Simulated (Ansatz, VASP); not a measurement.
In3Se in VASP and in Ansatz

```xyz
4
Lattice="4.7388 0.0000 0.0000 0.0000 4.7388 0.0000 0.0000 0.0000 4.7388" Properties=species:S:1:pos:R:3 pbc="T T T"
In    2.3694    2.3694    0.0000
In    2.3694    0.0000    2.3694
In    0.0000    2.3694    2.3694
Se    0.0000    0.0000    0.0000
```

The cell comes from a database or a generator and needn't be the stable form of this composition.

Alike in both runs: task single point; functional PBEsol; k mesh 6 × 6 × 6; occupations fermi-dirac, width 0.05 eV; no spin polarisation.

```csv
,VASP,Ansatz
version,VASP 6.6.1,Ansatz 0.2.0
potentials or method,"VASP PAW PBE potentials, release 64 (In_d, Se)",Ansatz PAW
plane-wave cutoff (eV),520,420
valence electrons in the cell,45,55
```

```csv
,VASP,Ansatz,Ansatz less VASP
gap on the k mesh at the Fermi level (eV),none,none,-
pressure (GPa),-1.7,-1.7,+0.02
```

A gap of «none» marks a metal or a gap that the smearing closes. The two sets of potentials don't hold the same shells in valence.

Caveats: the PAW data sets were made with another functional, which shifts forces and pressure a little (VASP); the PAW data sets come from PBE, with cores solved anew for the run's functional, which leaves a small shift of forces and pressure (Ansatz).
